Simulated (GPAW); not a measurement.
# PbS (P-6m2) in GPAW: notebook, part 2 of 2

GPAW 26.7.0. The steps go on from the part before.

## 4. Single point, TB-mBJ

File run.py:

```python
from ase import Atoms
from ase.dft.bandgap import bandgap
from ase.io import write
from gpaw import GPAW, PW

atoms = Atoms(['Pb', 'S'],
              cell=[[4.0896976867, 0.0, 0.0],
                    [-2.0448488433, 3.5417820905, 0.0],
                    [0.0, 0.0, 3.788167]],
              scaled_positions=[[0.0, 0.0, 0.0],
                                [0.6666666667, 0.3333333333, 0.5]],
              pbc=True)

calc = GPAW(mode=PW(600),
            xc='TB09',
            kpts={'size': (6, 6, 6), 'gamma': True},
            occupations={'name': 'fermi-dirac', 'width': 0.05},
            nbands=19,
            convergence={'density': 1e-05, 'energy': 1e-05},
            eigensolver='cg',
            maxiter=150,
            txt='gpaw.txt')
atoms.calc = calc
energy = atoms.get_potential_energy()
calc.write('gs.gpw')
write('result.traj', atoms)
print('Fermi level:', round(calc.get_fermi_level(), 4), 'eV')
print(f'Gap: {bandgap(calc)[0]:.4f} eV, direct: {bandgap(calc, direct=True)[0]:.4f} eV')
```

Potentials or basis: GPAW PAW data sets for LDA (gpaw-data 1.2.1), pw.

The run is started by

```
$ OMP_NUM_THREADS=1 python run.py
```

gpaw.txt:

```text
___ ___ ___ _ _ _
 |   |   |_  | | | |
 | | | | | . | | | |
 |__ |  _|___|_____|  26.7.0
 |___|_|

Input parameters:
  convergence: {density: 1e-05,
                energy: 1e-05}
  eigensolver: cg
  kpts: {gamma: True,
         size: (6, 6, 6)}
  maxiter: 150
  mode: {ecut: 600.0,
         name: pw}
  nbands: 19
  occupations: {name: fermi-dirac,
                width: 0.05}
  xc: TB09

System changes: positions, numbers, cell, pbc, initial_charges, initial_magmoms

Initialize ...

species:
  Pb:
    name:    Lead
    Z:       82.0
    valence: 14
    core:    68
    charge:  0.0  # [|e|]
    compensation charges:
      type: gauss
      rc: 0.38  # [Å]
      lmax: 2
    cutoffs:
      filter: 2.36  # [Å]
      core: 2.43  # [Å]
    projectors
    | kind |    occ | energy [eV] | rcut [Å] |
    |------|--------|-------------|----------|
    |   6s |  2.000 |     -12.249 |    1.259 |
    |   6p |  2.000 |      -3.713 |    1.275 |
    |   5d | 10.000 |     -21.326 |    1.217 |
    |    s |        |      14.962 |    1.259 |
    |    p |        |      23.498 |    1.275 |
    |    d |        |       5.885 |    1.217 |

    Using partial waves for Pb as LCAO basis

  S:
    name:    Sulfur
    Z:       16.0
    valence: 6
    core:    10
    charge:  0.0  # [|e|]
    compensation charges:
      type: gauss
      rc: 0.24  # [Å]
      lmax: 2
    cutoffs:
      filter: 1.77  # [Å]
      core: 1.66  # [Å]
    projectors
    | kind |    occ | energy [eV] | rcut [Å] |
    |------|--------|-------------|----------|
    |   3s |  2.000 |     -17.278 |    0.974 |
    |   3p |  4.000 |      -7.106 |    0.979 |
    |    s |        |       9.933 |    0.974 |
    |    p |        |      20.105 |    0.979 |
    |    d |        |       0.000 |    0.900 |

    Using partial waves for S as LCAO basis

Reference energy: -577795.517574  # eV

Spin-paired calculation

Convergence criteria:
 Maximum [total energy] change in last 3 cyles: 1e-05 eV / valence electron
 Maximum integral of absolute [dens]ity change: 1e-05 electrons / valence electron
 Maximum integral of absolute [eigenst]ate change: 4e-08 eV^2 / valence electron
 Maximum number of scf [iter]ations: 150
 (Square brackets indicate name in SCF output, whereas a 'c' in
 the SCF output indicates the quantity has converged.)

Symmetries present (total): 12

  ( 1  1  0)  ( 1  1  0)  ( 1  0  0)  ( 1  0  0)  ( 0  1  0)  ( 0  1  0)
  ( 0 -1  0)  ( 0 -1  0)  ( 0  1  0)  ( 0  1  0)  (-1 -1  0)  (-1 -1  0)
  ( 0  0  1)  ( 0  0 -1)  ( 0  0  1)  ( 0  0 -1)  ( 0  0  1)  ( 0  0 -1)

  ( 0 -1  0)  ( 0 -1  0)  (-1  0  0)  (-1  0  0)  (-1 -1  0)  (-1 -1  0)
  (-1  0  0)  (-1  0  0)  ( 1  1  0)  ( 1  1  0)  ( 1  0  0)  ( 1  0  0)
  ( 0  0  1)  ( 0  0 -1)  ( 0  0  1)  ( 0  0 -1)  ( 0  0  1)  ( 0  0 -1)

216 k-points: 6 x 6 x 6 Monkhorst-Pack grid + [1/12,1/12,1/12]
28 k-points in the irreducible part of the Brillouin zone
       k-points in crystal coordinates                weights
   0:     0.00000000    0.00000000    0.00000000          1/216
   1:     0.00000000    0.00000000    0.16666667          2/216
   2:     0.00000000    0.00000000    0.33333333          2/216
   3:     0.00000000    0.00000000    0.50000000          1/216
   4:     0.16666667    0.00000000    0.00000000          6/216
   5:     0.16666667    0.00000000    0.16666667         12/216
   6:     0.16666667    0.00000000    0.33333333         12/216
   7:     0.16666667    0.00000000    0.50000000          6/216
   8:     0.33333333   -0.16666667    0.00000000          6/216
   9:     0.33333333   -0.16666667    0.16666667         12/216
          ...
  27:     0.50000000    0.50000000    0.50000000          3/216

Wave functions: Plane wave expansion
  Cutoff energy: 600.000 eV
  Number of coefficients (min, max): 1816, 1864
  Pulay-stress correction: 0.000000 eV/Ang^3 (de/decut=0.000000)
  Using FFTW library
  ScaLapack parameters: grid=1x1, blocksize=None
  Wavefunction extrapolation:
    Improved wavefunction reuse through dual PAW basis

Occupation numbers: Fermi-Dirac:
  width: 0.0500  # eV

Eigensolver
   CG(niter=4, rtol=3.0e-01)

Densities:
  Coarse grid: 24*24*24 grid
  Fine grid: 48*48*48 grid
  Total Charge: 0.000000

Density mixing:
  Method: separate
  Backend: msr1
  Linear mixing parameter: 0.05
  old densities: 10
  Width of damping distribution: 1.1
  Damping of long wavelength oscillations: 20

Hamiltonian:
  XC and Coulomb potentials evaluated on a 48*48*48 grid
  Using the TB09 Exchange-Correlation functional
  External potential:
    NoExternalPotential

XC parameters: TB09 with 2 nearest neighbor stencil

Number of atoms: 2
Number of atomic orbitals: 13
Number of bands in calculation: 19
Number of valence electrons: 20
Bands to converge: occupied

... initialized

Initializing position-dependent things.

Density initialized from atomic densities
Creating initial wave functions:
  13 bands from LCAO basis set
  6 bands from random numbers

             S

       Pb

Atomic positions and initial magnetic moments

Positions:
   0 Pb     0.000000    0.000000    0.000000    ( 0.0000,  0.0000,  0.0000)
   1 S      2.044849    1.180594    1.894084    ( 0.0000,  0.0000,  0.0000)

Unit cell:
           periodic     x           y           z      points  spacing
  1. axis:    yes    4.089698    0.000000    0.000000    24     0.1476
  2. axis:    yes   -2.044849    3.541782    0.000000    24     0.1476
  3. axis:    yes    0.000000    0.000000    3.788167    24     0.1578

  Lengths:   4.089698   4.089698   3.788167
  Angles:   90.000000  90.000000 120.000000

Effective grid spacing dv^(1/3) = 0.1583

iter:   1 10852.258077
iter:   2 10860.745433   +1.74  -0.73
iter:   3 10857.855697   +1.14  -0.91
iter:   4 10857.305031   +0.05  -1.20
iter:   5 10858.785112   -0.99  -1.14
iter:   6 10859.712226   -1.32  -1.43
iter:   7 10862.126833   -1.03  -1.51
iter:   8 10862.698104   -1.51  -1.59
iter:   9 10863.207717   -1.60  -2.00
iter:  10 10863.115391   -2.47  -1.92
iter:  11 10862.800879   -2.28  -2.27
[... 27 lines left out ...]
iter:  39 10862.554607   -7.16  -4.55
iter:  40 10862.551791   -7.04  -4.43
iter:  41 10862.548723   -6.84  -4.77
iter:  42 10862.546895   -7.31  -4.63
iter:  43 10862.551886   -6.62  -4.55
iter:  44 10862.549688   -6.46  -4.47
iter:  45 10862.551519   -6.74  -4.49
iter:  46 10862.549966   -7.05  -4.62
iter:  47 10862.551238   -7.12  -4.61
iter:  48 10862.550293   -7.32  -4.77
iter:  49 10862.551212   -7.42c -4.75
iter:  50 10862.550812   -7.60c -4.90
iter:  51 10862.550962   -7.95c -5.08c
iter:  52 10862.550864c  -8.46c -5.35c

Converged after 52 iterations.

Dipole moment: (0.443490, -0.256049, 0.000000) |e|*Ang

Energy contributions relative to reference atoms: (reference = -577795.517574)

Kinetic:        +39.887299
Potential:      -36.490164
External:        +0.000000
XC:            +10860.510186
Entropy (-ST):   -0.000963
Local:           -1.355976
SIC:             +0.000000
--------------------------
Free energy:   +10862.550382
Extrapolated:  +10862.550864

Showing only first 2 kpts
 Kpt  Band  Eigenvalues  Occupancy
  0     8      3.93579    2.00000
  0     9      3.93579    2.00000
  0    10      9.63093    0.00000
  0    11      9.63094    0.00000

  1     8      4.06006    2.00000
  1     9      4.06006    2.00000
  1    10      9.75501    0.00000
  1    11      9.75502    0.00000

Fermi level: 5.96030

Gap: 0.154 eV
Transition (v -> c):
  (s=0, k=16, n=9, [0.33, 0.33, 0.00]) -> (s=0, k=19, n=10, [0.33, 0.33, 0.50])
Direct/indirect transitions are different
Direct gap: 1.478 eV
Transition at: (s=0, k=3, n=9, [0.00, 0.00, 0.50])
Writing to gs.gpw (mode='')
```

Wall time 91 s (1 thread of Arm Neoverse V2, shared host); peak memory 0.3 GiB.

Results:

* Band gap on the k mesh: 0.15 eV, indirect (least direct gap 1.48 eV)

Caveat: a model potential gives levels but no total energy; spin-orbit coupling is left out, which as a rule narrows the gap of such compounds by several tenths of an eV. A k mesh can miss the band edges.
